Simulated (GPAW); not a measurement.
Runs of GPAW 26.7.0 on Ag. The structure is cubic, space group Fm-3m (No. 225). The conventional cell has a = 4.085 Å, b = 4.085 Å, c = 4.085 Å, α = 90.00°, β = 90.00°, γ = 90.00°. Ag (site symmetry m-3m) has 12 Ag at 2.89 Å as nearest neighbours. 

```tsv
task	level	potentials or basis	spin	cell	band path	band points	spin axis theta (degrees)	spin axis phi (degrees)	optimizer	pressure (GPa)	V0 of scaled cells (Å³/atom)	B0 (GPa)
equation of state	PBEsol+D4	PAW data sets generated in the run's folder for this functional, pw	off	as given	-	-	-	-	-	-	16.21	132
band structure	M06-L	GPAW PAW data sets (gpaw-data 1.2.1), pw	SOC, no magnetisation	as given	GXWKGLUWLK,UX	100	90	0	-	(a)	-	-
band structure	BP86	PAW data sets generated in the run's folder for this functional, pw	SOC, no magnetisation	as given	GXWKGLUWLK,UX	100	0	0	-	(b)	-	-
equation of state	RPBE+D4	the program's PAW data sets (release 1.2.1) made for this functional, pw	off	as given	-	-	-	-	-	-	16.86	108
relaxation of cell and atoms	PBEsol	PAW data sets generated in the run's folder for this functional, pw	off	relaxed	-	-	-	-	BFGS	0.1	-	-
```

Alike in all rows: k mesh 11 × 11 × 11; cutoff (eV) 600; smearing fermi-dirac 0.05 eV.

Problem. Estimate the missing entries.

Solution. (a) 5.6; (b) 4.7.

Caveats: spin-orbit coupling was added after a scalar SCF, so levels and gaps hold it while energy, forces, pressure and moments don't (some runs); the PAW data sets were made with another functional, which shifts forces and pressure a little (some runs); later steps reuse the first step's grids (some runs).

Runs at the PBE level aren't shown here.
